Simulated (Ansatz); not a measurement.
TiC:

```
Ti C
1.0
     3.04209    0.00000    0.00000
    -1.52104    2.63452    0.00000
     0.00000    0.00000    2.69797
Ti C
1 1
Direct
  0.00000 0.00000 0.50000
  0.33333 0.66667 0.00000
```

The cell was built by a generator and needn't be a form met in nature.

Below is the output of Ansatz 0.2.0 for this cell. Logs are shortened: lines on timing, memory, paths and dates and some standing lists are left out, and cuts for length are marked.

```text
Warning: the atoms were moved onto the symmetric positions of the space group found under crystal.symmetry.tolerance 1.0e-5 (fractional; no operation is sought that the atoms, as they stand in a round, miss by more than twice it, and no atom is moved by as much as it), and the run uses the moved positions. Before a round's move an operation carried an atom to 1.52e-5 Å from where it should land, the largest such distance. Atom 1 (counting from 0) moved farthest, by 1.76e-5 Å; the longest move in fractions of the cell, of whichever atom, is 0.47 of the tolerance, in 1 round. To run the atoms as typed, lower crystal.symmetry.tolerance until the operations that they miss are no longer found, or set crystal.symmetry.detect: false (a key that needs symmetry detection or time reversal refuses this as the deck is read). The positions used, in the order of the run's atom list: position: [-1.8503646491007004e-17, 5.5510939473021013e-17, 0.5]; position: [0.3333333333333333, 0.6666666666666667, 0.0]; The lattice was moved too: crystal.lattice keeps the space group found at crystal.symmetry.tolerance 1.0e-5 only nearly: the operation that it misses by the most changes a squared length by the fraction 6.65e-6. The run uses the lattice that is a stretch of the typed one, with no rotation, onto the one that keeps every operation to a double's rounding (on a very oblique basis the stretch itself rounds by more); the deck's lattice vector that moved farthest moved by 5.07e-6 Å. To run the lattice as typed, set crystal.symmetry.tolerance under 2.84e-6, the least fraction by which an operation that the lattice misses changes a squared length (the same key also sets how far an atom may lie from its image, so lowering it can lose operations that the atoms keep only within it), or set crystal.symmetry.detect: false, as for the atoms. crystal.lattice made exact, in Å and degrees: [[3.042085831189679, -2.886751345946343e-6, 0.0], [-1.5210404155948394, 2.6345250536786344, 0.0], [0.0, 0.0, 2.69797]]. Pasted over the deck's crystal.lattice, beside positions in fractional coordinates, it runs the same cell (given as lengths and angles, that cell in the form's own orientation, a rigid turn of the misfit's size from the one run here, for which a checkpoint.post_process_only pass over this run's state can be refused: where this run relaxes nothing, give such a pass this deck's own crystal.lattice, as typed; behind a relaxation, as crystal.lattice, the state's own cell, identity.cell in its checkpoint.json), and a matrix so pasted ends this notice, except on a very skew basis of the lattice, where the rounding of the pasted numbers themselves can read as a misfit: the cell is then moved again, and that move is told again. The lattice as run is in this notice's lattice.as_run_ang field (Run.prep()["deck_notices"] in Python, the deck_notice line of an events file, deck_notices of ansatz run --dry-run=json, or deck_notices in record.json in the deck's checkpoint.write directory).
Warning: RAYON_NUM_THREADS=2 ignored (pool sized by the plan → 2); use --threads N
scf.n_extra_bands = 6 over 8 filled bands (N_el = 16.0): the run solves 14 bands
Engine: ansatz 0.2.0, x86_64-unknown-linux-gnu
Pseudopotentials: kind: paw
Pseudopotential: Ti, paw, valence charge 12, recommended cutoff 420 eV (normal), Ti.paw.azcp
Pseudopotential: C, paw, valence charge 4, recommended cutoff 420 eV (normal), C.paw.azcp
Functional definition: revPBE
  parameter kappa = 1.245
  parameter beta = 0.06672455060314922
  exchange = pbe_x(kappa = kappa, mu = beta*pi^2/3)
  correlation = pbe_c(beta = beta)
Crystal: 2 atoms, lattice volume = 21.623 Å³
Basis set: ecut = 420 eV, 417 PW (Γ), exchange–correlation on 48×48×40 points (8 copies of the dense FFT grid, shifted against one another)
Bands: 14, of which v1, the nominal top of the filled ones, is band 8 counted from 1 (7 counted from 0)
Symmetry: 12 space group operations
Space group: P-6m2 (ITA 187), of the structure as read, at distance tolerance 2.8e-5 Å
[... 31 lines left out ...]
  E_kinetic    = 361.286313
  E_local      = -836.965987  (includes V_loc(G=0)·N_el)
  E_nonlocal   = 31.751138
  E_hartree    = 339.148635
  E_xc         = -146.841965
  E_vxc        = -183.084292  (∫ρ·V_xc dr)
  E_paw        = -1149.385951  (= ΣΔE_a)
  E_vpaw       = -175.066362  (= ΣTr[D̂ρ^β])
  E_aug_tail   = 0.000140  (compensation charges beyond the density's cutoff)
  E_ewald      = -1353.872669
  E_core_change = -0.049462  (= ΣΔE_core)
  E_smearing   = -0.003842  (= −TS)
  E_closure    = -0.000000  (closes the sum)
  Σ components = -2754.933650   (vs F -2754.933650, Δ=0.00e0)
--- Forces (eV/Å), atoms counted from 1 ---
  atom   1  Ti     0.00000000    -0.00000000     0.00000000
  atom   2  C      0.00000000    -0.00000000     0.00000000
  max |Σ_I F_I| component: 4.07e-16 eV/Å
--- Stress (GPa, compression-positive) ---
        3.175078      -0.000000       0.000000
       -0.000000       3.175078       0.000000
        0.000000       0.000000       3.059443
  P = ⅓ Tr σ = 3.1365 GPa (31.365 kbar)
--- Band table (eV; the first three rows and the last of 84) ---
  k-point 0: bands = ["-42.9363", "-19.0526", "-19.0526", "-18.6027", "1.6351", "12.0877", "12.0877", "12.7272", "15.9820", "17.0195", "17.0195", "19.3747", "19.3747", "21.2053"]
  k-point 1: bands = ["-42.9270", "-19.0452", "-19.0452", "-18.6776", "1.8323", "12.1937", "12.1937", "12.5119", "15.9120", "16.5944", "16.5944", "19.5332", "19.5332", "21.3980"]
  k-point 2: bands = ["-42.9026", "-19.0259", "-19.0259", "-18.8706", "2.3962", "11.6350", "12.4842", "12.4842", "15.7920", "15.7920", "16.1978", "19.5718", "19.5718", "21.9141"]
  k-point 83: bands = ["-42.7835", "-19.2526", "-19.2453", "-19.1770", "5.0296", "9.3205", "9.9120", "13.1800", "14.7675", "17.8076", "18.4662", "18.7576", "21.2284", "22.4013"]
```

Problem. What input gives this log?

Solution. Band structure with revPBE, no spin polarisation. The files as run (others can give the same):

input.yaml
```yaml
crystal:
  lattice:
    - [3.04209, 0.0, 0.0]
    - [-1.52104, 2.63452, 0.0]
    - [0.0, 0.0, 2.69797]
  atoms:
    - { symbol: Ti, position: [0.0, 0.0, 0.5] }
    - { symbol: C, position: [0.33333, 0.66667, 0.0] }
hamiltonian:
  xc: revpbe
  pseudopotentials: { kind: paw }
kpoints:
  mp_grid: { grid: [10, 10, 10] }
  band_path:
    path:
      - [[0.0, 0.0, 0.0], [0.5, 0.0, 0.0], [0.3333333333, 0.3333333333, 0.0], [0.0, 0.0, 0.0], [0.0, 0.0, 0.5], [0.5, 0.0, 0.5], [0.3333333333, 0.3333333333, 0.5], [0.0, 0.0, 0.5]]
      - [[0.5, 0.0, 0.5], [0.5, 0.0, 0.0]]
      - [[0.3333333333, 0.3333333333, 0.0], [0.3333333333, 0.3333333333, 0.5]]
    npoints: 14
scf:
  occupations: { method: fermi_dirac, width: 0.05 }
  n_extra_bands: 6
output:
  forces: true
  stress: true
  eigenvalues: true
  fatbands: false
```

Potentials or basis: Ansatz PAW.
Launch:
```bash
$ ansatz run input.yaml --threads 2 --pin off --max-ram 5632MiB --backend cpu --events-out ev --progress --plain --runs-dir out
```

Caveat: the PAW data sets come from PBE, with cores solved anew for the run's functional, which leaves a small shift of forces and pressure.
